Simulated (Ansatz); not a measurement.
## MgS: changing the choice of potentials or basis

It takes space group F-43m (No. 216, cubic). Conventional cell: a = 5.666 Å, b = 5.666 Å, c = 5.666 Å, α = 90.00°, β = 90.00°, γ = 90.00°. S (site symmetry -43m) has 4 Mg at 2.45 Å as nearest neighbours. Around Mg (site symmetry -43m) lie 4 S at 2.45 Å.

The cell comes from a database or a generator and needn't be the stable form of this composition.

Kept alike: task equation of state; functional PBEsol; k mesh 8 × 8 × 8; occupations fermi-dirac, width 0.05 eV; no spin polarisation. Program: Ansatz. Cutoffs run from 420 to 1143 eV. The mesh is that of the run's cell of 2 atoms. No spin-orbit coupling.

| choice of potentials or basis | volume (Å³/atom) |
| --- | --- |
| Ansatz PAW (files of its older set among them) (made for PBE) | 22.561 |
| Ansatz PAW (made for PBE) | 22.567 |
| JTH PAW (made for PBE) | 22.561 |
| PseudoDojo standard (made for PBE) | 22.577 |
| PseudoDojo stringent (made for PBE) | 22.577 |

Volume and modulus come from cells scaled at fixed shape and fractions.

Problem. What does the choice of potentials or basis change here?

Solution. The volume runs from 22.561 (Ansatz PAW (files of its older set among them) (made for PBE); JTH PAW (made for PBE)) to 22.577 Å³/atom (PseudoDojo standard (made for PBE); PseudoDojo stringent (made for PBE)).
